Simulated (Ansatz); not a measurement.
# Ba4Hf4O11: the cost of one run

Program: Ansatz 0.2.0. Level of theory: DFT PBE, scalar-relativistic, plane waves, PAW. These are calculated values, not measurements.

2 further runs of the same task are left out: 2 set aside as unsound or not needed.

## 1. The starting structure

Symmetry: I4/mmm, No. 139, tetragonal system. Conventional cell: a = 8.412 Å, b = 8.412 Å, c = 8.412 Å, α = 90.00°, β = 90.00°, γ = 90.00°. Ba (site symmetry m2m) has 11 O at 2.97 Å as nearest neighbours. Around Hf (site symmetry 4mm) lie 5 O at 2.10 Å. Hf (site symmetry -4m2) is surrounded by 6 O at 2.10 Å. O (site symmetry mmm) has 2 Hf at 2.10 Å and 4 Ba at 2.97 Å as nearest neighbours. O (site symmetry 4/mmm) is surrounded by 2 Hf at 2.10 Å and 4 Ba at 2.97 Å. O (site symmetry m) is surrounded by 2 Hf at 2.10 Å and 4 Ba at 2.97 Å.

The input asks for a charge of +2 e on the cell.

Structure file:

```cif
data_structure
_symmetry_space_group_name_H-M 'I4/mmm'
_symmetry_Int_Tables_number 139
_cell_length_a 8.4122
_cell_length_b 8.4122
_cell_length_c 8.4122
_cell_angle_alpha 90.000
_cell_angle_beta 90.000
_cell_angle_gamma 90.000
_cell_volume 595.29
loop_
_atom_site_label
_atom_site_type_symbol
_atom_site_symmetry_multiplicity
_atom_site_Wyckoff_symbol
_atom_site_fract_x
_atom_site_fract_y
_atom_site_fract_z
_atom_site_occupancy
Ba1 Ba 8 h 0.25000 0.75000 0.50000 1
Hf1 Hf 4 e 0.50000 0.50000 0.25000 1
Hf2 Hf 4 d 0.00000 0.50000 0.25000 1
O1 O 4 c 0.00000 0.50000 0.00000 1
O2 O 2 a 0.50000 0.50000 0.50000 1
O3 O 16 n 0.00000 0.75000 0.25000 1
```

It goes back to an entry of the Materials Project, which need not be the stable form.

It is built from the cell relaxed beforehand with the same method (14.88 Å³/atom).

## 2. Setting up the jump

The supercell lacks one O atom, at fractional position (0.499, 0.749, 0.750), and holds 19 atoms and a charge of +2 e on a uniform background. Atom 16 (O), 2.97 Å away, is to jump into the empty site. The cell is fixed.

## 3. Relaxing around the vacancy

Contents of input.yaml:

```yaml
crystal:
  lattice:
    - [-4.2060992453, 4.2060992453, 4.2060663988]
    - [4.2060992453, -4.2060992453, 4.2060663988]
    - [4.2060992453, 4.2060992453, -4.2060663988]
  atoms:
    - { symbol: Ba, position: [0.7489901934, 0.7489901934, 0.5] }
    - { symbol: Ba, position: [0.2489901934, 0.2489901934, 0.5] }
    - { symbol: Ba, position: [0.2489901934, 0.7489901934, 0.0] }
    - { symbol: Ba, position: [0.7489901934, 0.2489901934, 0.0] }
    - { symbol: Hf, position: [0.7489965595, 0.7489965595, 0.0] }
    - { symbol: Hf, position: [0.2489965595, 0.2489965595, 0.0] }
    - { symbol: Hf, position: [0.2489965595, 0.7489965595, 0.5] }
    - { symbol: Hf, position: [0.7489965595, 0.2489965595, 0.5] }
    - { symbol: O, position: [0.9990104855, 0.2490104855, 0.75] }
    - { symbol: O, position: [0.9990104855, 0.7490104855, 0.25] }
    - { symbol: O, position: [0.4990104855, 0.2490104855, 0.25] }
    - { symbol: O, position: [0.2490104855, 0.4990104855, 0.25] }
    - { symbol: O, position: [0.7490104855, 0.9990104855, 0.25] }
    - { symbol: O, position: [0.7490104855, 0.4990104855, 0.75] }
    - { symbol: O, position: [0.2490104855, 0.9990104855, 0.75] }
    - { symbol: O, position: [0.4990031712, 0.9990031712, 0.5] }
    - { symbol: O, position: [0.9990031712, 0.4990031712, 0.5] }
    - { symbol: O, position: [0.9990031712, 0.9990031712, 0.0] }
    - { symbol: O, position: [0.4990031712, 0.4990031712, 0.0] }
total_charge: 2
basis:
  ecutwfc: 420
kpoints:
  mp_grid: { grid: [4, 4, 4] }
hamiltonian:
  xc: pbe
scf:
  occupations: { method: gaussian, width: 0.05 }
output:
  forces: true
  stress: true
  eigenvalues: true
relax:
  adjacent_minimum: "off"
  f_tol: 0.02
  max_steps: 50
```

The run is started by

```console
$ ansatz run input.yaml --threads 4 --pin off --max-ram 9216MiB --backend cpu --events-out ev --progress --plain --runs-dir out
```

What time and memory should one allow on 4 threads of Arm Neoverse V1, shared host?

About 2.3 min, with a peak of 1.4 GiB.
